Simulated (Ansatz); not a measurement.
Runs of Ansatz 0.2.0 on GaN. The structure is cubic, space group F-43m (No. 216). Conventional cell: a = 4.507 Å, b = 4.507 Å, c = 4.507 Å, α = 90.00°, β = 90.00°, γ = 90.00°. Ga (site symmetry -43m) has 4 N at 1.95 Å as nearest neighbours. Around N (site symmetry -43m) lie 4 Ga at 1.95 Å. The cell is a database's computed one.

| task | level | cell | cutoff (eV) | smearing | gap on the mesh (eV) | pressure (GPa) | relaxed volume (Å³/atom) |
| --- | --- | --- | --- | --- | --- | --- | --- |
| relaxation of cell and atoms | BLYP+D4 | relaxed | - | fermi-dirac 0.05 eV | (a) | 0.0 | 11.41 |
| single point | PBE | as given | 422 | gaussian 0.022 eV | 1.73 | 4.9 | - |
| single point | PBE | as given | 422 | gaussian 0.017 eV | 1.73 | 4.9 | - |
| single point | PBE | as given | 422 | gaussian 0.018 eV | 1.73 | 4.9 | - |
| single point | PBE | as given | 422 | gaussian 0.027 eV | 1.73 | 4.9 | - |
| relaxation of cell and atoms | PBEsol | relaxed | - | fermi-dirac 0.05 eV | 1.72 | 0.0 | (b) |
| relaxation of cell and atoms | PBE+D4 | relaxed | - | fermi-dirac 0.05 eV | 1.76 | 0.0 | 11.40 |
| single point | PBE | as given | 422 | gaussian 0.03 eV | 1.73 | 4.9 | - |
| single point | PBE | as given | 422 | gaussian 0.015 eV | 1.73 | 4.9 | - |

Alike in all rows: potentials or basis all-electron LAPW, scalar-relativistic; no spin polarisation; k mesh 10 × 10 × 10; basis error allowed 0.001 eV/atom.

Q: Estimate the missing entries.

A: (a) 1.85; (b) 11.37.

A k mesh can miss the band edges, and the runs leave out spin-orbit coupling on Ga.
